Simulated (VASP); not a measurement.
Crystal: InP.

```xyz
2
Lattice="0.0000 2.9305 2.9305 2.9305 0.0000 2.9305 2.9305 2.9305 0.0000" Properties=species:S:1:pos:R:3 pbc="T T T"
In    0.0000    0.0000    0.0000
P     4.3957    4.3957    4.3957
```

Base run:

* Program: VASP 6.6.1
* Functional: r2SCAN-EpsX
* Potentials or basis: VASP PAW PBE potentials, release 64 (In_d, P)
* Cutoff: 520 eV
* k mesh: 6 × 6 × 6
* Occupations: gaussian, width 0.02 eV
* Spin: no spin polarisation

Its results: band gap on the k mesh 1.49 eV, direct; pressure 1.2 GPa.

Question: The run is repeated on the same cell with these changes: functional from r2SCAN-EpsX to PBE0. What comes out?

Answer: Band gap on the k mesh 2.12 eV, direct; pressure 1.1 GPa.

Caveats: the PAW data sets were made with another functional, which shifts forces and pressure a little; spin-orbit coupling is left out, which moves the levels of the heavy elements.
